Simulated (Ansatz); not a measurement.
**CdI2: field gradients at two levels of theory**

Cell: a computed structure from the Materials Project (it need not be an observed phase), taken as it stands.

```
Cd I
1.0
     4.28935    0.00000    0.00000
    -2.14468    3.71469    0.00000
     0.00000    0.00000   36.37279
Cd I
5 10
Cartesian
  2.1447 1.2382 29.1036
  0.0000 0.0000 14.5515
  0.0000 2.4765 7.2692
  0.0000 0.0000 21.8213
  0.0000 0.0000 0.0000
  2.1447 1.2382 34.6517
  0.0000 2.4765 1.7211
  2.1447 1.2382 5.5490
  0.0000 2.4765 16.2699
  0.0000 2.4765 30.8238
  2.1447 1.2382 12.8280
  0.0000 0.0000 27.3814
  0.0000 2.4765 23.5448
  2.1447 1.2382 20.1029
  0.0000 0.0000 8.9914
```

Sites (sets of like atoms) are named by element and the number of their first atom in this list.

First run. All values are calculated (Ansatz; DFT, PBE, plane waves and PAW, scalar-relativistic, 420 eV cutoff, Γ-centred 8×8×1 k-points, Fermi–Dirac smearing 0.02 eV), not measured.

```csv
site,atom,V_zz (10²¹ V/m²),η
Cd1,1,0.13,0.00
Cd5,5,0.13,0.00
Cd2,2,0.13,0.00
I6,6,-5.95,0.00
I8,8,-6.13,0.00
I9,9,-6.13,0.00
I11,11,-6.04,0.00
I12,12,-5.98,0.00
```

Second run. The same atoms and settings, except that the functional is r2SCAN and the cutoff is 500 eV.

(1) Given the first result, estimate the second.

Answers

(1) 

| site | atom | V_zz | η | change of V_zz |
| --- | --- | --- | --- | --- |
| Cd1 | 1 | 0.13 | 0.00 | 0.00 |
| Cd5 | 5 | 0.12 | 0.00 | -0.01 |
| Cd2 | 2 | 0.13 | 0.00 | 0.00 |
| I6 | 6 | -5.57 | 0.00 | +0.38 |
| I8 | 8 | -5.76 | 0.00 | +0.37 |
| I9 | 9 | -5.75 | 0.00 | +0.38 |
| I11 | 11 | -5.66 | 0.00 | +0.38 |
| I12 | 12 | -5.58 | 0.00 | +0.40 |

The largest change of V_zz is on I12, from -5.98 to -5.58. In per cent, |V_zz| changes by -7 to -6 on I (all sites that start above 0.5).

Without spin–orbit coupling the gradients at and beside I can be off by some per cent, at some sites by more.
For the second run: With these PAW files V_zz is typically within 2 to 3 % of all-electron values, but misses above 10 % occur on I.
